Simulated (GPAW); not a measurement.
Here is a GPAW 26.7.0 calculation.

The input run.py:

```python
from ase import Atoms
from ase.eos import EquationOfState
from ase.io import Trajectory
from ase.units import GPa
from gpaw import GPAW, PW, setup_paths

setup_paths.insert(0, '.')

atoms = Atoms(['C', 'C'],
              cell=[[0.0, 1.78337, 1.78337],
                    [1.78337, 0.0, 1.78337],
                    [1.78337, 1.78337, 0.0]],
              scaled_positions=[[0.75, 0.75, 0.75],
                                [0.5, 0.5, 0.5]],
              pbc=True)

traj = Trajectory('eos.traj', 'w')
volumes, energies = [], []
for x in [0.94, 0.96, 0.98, 1.0, 1.02, 1.04, 1.06]:
    a = atoms.copy()
    a.set_cell(atoms.cell * x**(1 / 3), scale_atoms=True)
    calc = GPAW(mode=PW(800),
                xc='PBE',
                kpts={'size': (10, 10, 10), 'gamma': True},
                occupations={'name': 'fermi-dirac', 'width': 0.05},
                setups={'C': 'jth'},
                nbands=-7,
                convergence={'density': 1e-05, 'energy': 1e-05},
                maxiter=150,
                txt=f'eos-{x:.2f}.txt')
    a.calc = calc
    energies.append(a.get_potential_energy(force_consistent=True))
    volumes.append(a.get_volume())
    p = -a.get_stress()[:3].mean() / GPa
    calc.write(f'eos-{x:.2f}.gpw')
    traj.write(a)
    print(f'{x:.2f} {volumes[-1]:10.4f} A^3 {energies[-1]:14.6f} eV {p:9.3f} GPa', flush=True)

v0, e0, B = EquationOfState(volumes, energies, eos='birchmurnaghan').fit()
print(f'V0 = {v0:.4f} A^3, E0 = {e0:.6f} eV, B0 = {B / GPa:.2f} GPa')
```

Potentials or basis: JTH PAW 2.0, PBE, pw.

Launch:

```bash
$ OMP_NUM_THREADS=1 python run.py
```

Predict the equilibrium volume.

5.68 Å³/atom (rough: see the caveat).

Predict the bulk modulus.

417 GPa (rough).

Energy against volume, from the lowest point:
```
volume (Å³/atom)  energy (meV/atom)
           5.332              35.47
           5.445              13.59
           5.558               3.37
           5.672               0.00
           5.785               0.75
           5.899               9.12
           6.012              19.05
```

Caveat: the energies scatter about the fit; the fit is doubtful: noisy points or a state that changes with volume; the program truncates these outside data sets.
